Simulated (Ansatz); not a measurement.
All-electron LAPW in Ansatz 0.2.0 under LDA, scalar-relativistic, energies extrapolated to zero smearing. Slabs are 1×1 cells cut from bulk crystals relaxed on PAW files, with atoms then relaxed, 16 to 20 Å of vacuum, a dipole correction, k spacings of 0.16 to 0.26 Å⁻¹ and smearing of 0.02 to 0.1 eV, without spin–orbit coupling or spin polarisation. The bulk type named needn't be the stable one, and no reconstruction is allowed.

Order these slabs by surface energy, lowest first.
A. bcc W (100), 6 layers
B. bcc W (110), 5 layers
C. bcc W (100), 5 layers
D. bcc W (100), 3 layers
E. bcc W (110), 2 layers
F. bcc W (111), 5 layers

E (3.51 J/m²), B (3.69 J/m²), F (3.94 J/m²), A (4.44 J/m²), C (4.50 J/m²), D (4.62 J/m²).
